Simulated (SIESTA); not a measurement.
Runs of SIESTA 5.4.2 on Sc. The cell holds a slab with vacuum, 5 atoms: a = 3.211 Å, b = 3.211 Å, c = 24.082 Å, α = 90.00°, β = 90.00°, γ = 90.00°. The slab is cut from a database's or a generator's crystal, which needn't be the stable form of the element.

```tsv
level	potentials or basis	gap on the mesh (eV)	largest force (eV/Å)
AM05	PseudoDojo 0.4 standard (PBEsol files), DZP (energy shift 0.003 Ry; two zetas on semicore shells)	none	0.45
PW91	PseudoDojo 0.4 standard (PBE files), DZP (energy shift 0.003 Ry; two zetas on semicore shells)	none	0.45
revPBE	PseudoDojo 0.4 standard (PBE files), DZP (energy shift 0.003 Ry; two zetas on semicore shells)	none	0.45
LDA	PseudoDojo 0.4 standard (LDA files), DZP (energy shift 0.003 Ry; two zetas on semicore shells)	none	0.61
BLYP	PseudoDojo 0.4 standard (PBE files), DZP (energy shift 0.003 Ry; two zetas on semicore shells)	none	0.45
PBE	PseudoDojo 0.4 standard (PBE files), DZP (energy shift 0.003 Ry; two zetas on semicore shells)	none	0.45
RPBE	PseudoDojo 0.4 standard (PBE files), DZP (energy shift 0.003 Ry; two zetas on semicore shells)	none	0.45
WC	PseudoDojo 0.4 standard (PBEsol files), DZP (energy shift 0.003 Ry; two zetas on semicore shells)	none	(a)
```

Alike in all rows: task single point; no spin polarisation; cell as given; k mesh 8 × 8 × 1; smearing fermi-dirac 0.05 eV; grid cutoff 800 Ry; energy shift 0.003 Ry.

Question: Fill in the values left out.

Answer: (a) 0.46.

Caveats: the basis of atomic orbitals isn't converged, which shifts pressures, moduli and gaps; the potentials were made for another functional, which shifts forces and pressure (some runs).

A gap of «none» marks a metal or a gap under the smearing width.
